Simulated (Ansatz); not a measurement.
# ZnCu: a single-point run

Aim: a sound single-point run of ZnCu. The structure is shown as the input types it.

Computed with Ansatz 0.2.0 (DFT, PBE, all-electron PAW with datasets made for the crystal, scalar-relativistic, unless a step's input says otherwise).

1 further run of the same task is left out (it didn't finish). Runs told in other sessions of the task aren't counted.

**1. The starting structure**

Symmetry: P4/mmm, No. 123, tetragonal system. The conventional cell has a = 2.974 Å, b = 2.974 Å, c = 2.945 Å, α = 90.00°, β = 90.00°, γ = 90.00°. Zn (site symmetry 4/mmm) is surrounded by 8 Cu at 2.57 Å and 6 Zn at 2.94 to 2.97 Å. Around Cu (site symmetry 4/mmm) lie 8 Zn at 2.57 Å and 6 Cu at 2.94 to 2.97 Å.

Coordinates:

```xyz
2
Lattice="2.9745 0.0000 0.0000 0.0000 2.9745 0.0000 0.0000 0.0000 2.9450" Properties=species:S:1:pos:R:3 pbc="T T T"
Zn    1.4872    1.4872    1.4725
Cu    0.0000    0.0000    0.0000
```

**2. The run**

input.yaml reads:

```yaml
crystal:
  lattice:
    - [2.97445, 0.0, 0.0]
    - [0.0, 2.97445, 0.0]
    - [0.0, 0.0, 2.945]
  atoms:
    - { symbol: Zn, position: [0.5, 0.5, 0.5] }
    - { symbol: Cu, position: [0.0, 0.0, 0.0] }
kpoints:
  mp_grid: { grid: [14, 14, 14] }
scf:
  occupations: { method: fermi_dirac, width: 2.0 }
  max_iter: 60
hamiltonian:
  xc: pbe
  pseudopotentials: { kind: all_electron, datasets: crystal }
output:
  forces: true
  stress: true
  eigenvalues: true
  efg: { contact_densities: true }
```

Started as:

```
$ ansatz run input.yaml --threads 1 --pin off --max-ram 2048MiB --backend cpu --events-out ev --progress --plain --runs-dir out
```

What happens when this is run?

This run ends as converged, with warnings (crystal datasets made, printed levels off). It gives a pressure of 32 GPa, which is large; a structure far from rest gives such values too, whatever the setting.

In the input, scf.occupations.width is 2.0. The width is far wider than usual, so occupations near the Fermi level are blurred and the entropy term grows. A Fermi-Dirac width of 2 eV is an electron temperature of 23200 K.

The test: set scf.occupations.width to 0.05.
